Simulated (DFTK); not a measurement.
Sb:

```
CELL_PARAMETERS angstrom
3.12240 0.00000 0.00000
0.00000 4.34752 0.00000
-0.03891 0.00000 4.40585
ATOMIC_POSITIONS crystal
Sb 0.01139 0.25000 0.24117
Sb 0.98861 0.75000 0.75883
```

This isn't the form of Sb at room conditions, which is rhombohedral.

* Program: DFTK 0.8.2
* Task: single point
* Functional: PBE
* Potentials or basis: dojo.nc.sr.pbe.v0_4_1.standard.upf (PBE)
* Cutoff: 1088 eV
* k mesh: 9 × 6 × 6
* Occupations: fermi-dirac, width 0.05 eV
* Spin: no spin polarisation

On this cell: pressure 0.4 GPa; largest force 0.061 eV/Å; band gap on the k mesh none (metal or under the smearing width).

The same run follows on a disturbed copy (atoms moved at random, drawn with an rms of 0.05 Å):

```xyz
2
Lattice="3.1224 0.0000 0.0000 0.0000 4.3475 0.0000 -0.0389 0.0000 4.4059" Properties=species:S:1:pos:R:3 pbc="T T T"
Sb    0.0286    1.1368    1.0689
Sb    3.0974    3.2454    3.3720
```

**Question.** What changes?

**Answer.** The energy (extrapolated to zero smearing) moves by +2.1 meV/atom; pressure 0.6 GPa; largest force 0.122 eV/Å; band gap on the k mesh none (metal or under the smearing width).

Forces on the atoms (eV/Å):
```
Sb  -0.012 -0.095  0.076
Sb   0.012  0.095 -0.076
```

Stress tensor (GPa, compression positive):
```
 1.08  0.01  0.09
 0.01  0.26 -0.45
 0.09 -0.45  0.49
```
